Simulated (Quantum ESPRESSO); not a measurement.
Crystal: BeTe.

```xyz
2
Lattice="0.0000 2.7700 2.7700 2.7700 0.0000 2.7700 2.7700 2.7700 0.0000" Properties=species:S:1:pos:R:3 pbc="T T T"
Te    4.1550    4.1550    4.1550
Be    0.0000    0.0000    0.0000
```

| Property | Result |
| --- | --- |
| Program | Quantum ESPRESSO 7.5 |
| Task | phonons |
| Functional | rPW86PBE |
| Dispersion | rVV10 |
| Potentials or basis | SG15 PBE 1.2 |
| Cutoff | 952 eV |
| Density cutoff | 3810 eV |
| k mesh | 4 × 4 × 4, shifted |
| Occupations | fermi-dirac, width 0.05 eV |
| Spin | no spin polarisation |
| rVV10 parameter b | 6.3 |
| Mixing beta | 0.5 |
| Most SCF iterations | 120 |
| SCF threshold | 4e-10 Ry |

The cell and the atoms were relaxed first, to 22.90 Å³/atom (a = 4.016 Å, b = 4.016 Å, c = 4.016 Å, α = 60.00°, β = 60.00°, γ = 60.00°), and the response was taken there.

The first run showed a gap, so the response started from a second, tighter run with fixed occupations.

At L the frequencies are 68 68 157 432 432 487 cm⁻¹, at a pressure of 0.0 GPa.

Q: How do the modes respond when the cell is scaled evenly, at fixed shape?

A: The highest mode has a Grüneisen parameter of 1.28 and moves by +10.8 cm⁻¹ per GPa. None of the listed modes softens on compression. The pressures give a bulk modulus of about 58 GPa.

Frequencies at 99 % and 101 % of the volume (pressures 0.6 and -0.5 GPa), ions relaxed:
```
mode  99 % (cm⁻¹)  101 % (cm⁻¹)  Grüneisen parameter
   1         68.4          68.3                 0.12
   2         68.4          68.3                 0.12
   3        158.6         155.1                 1.13
   4        439.3         424.6                 1.70
   5        439.3         424.6                 1.70
   6        493.2         480.7                 1.28
```

Modes are matched by their order; those that don't vary smoothly over the three volumes are left out.

Caveat: the potentials were made for another functional, which shifts forces and pressure.
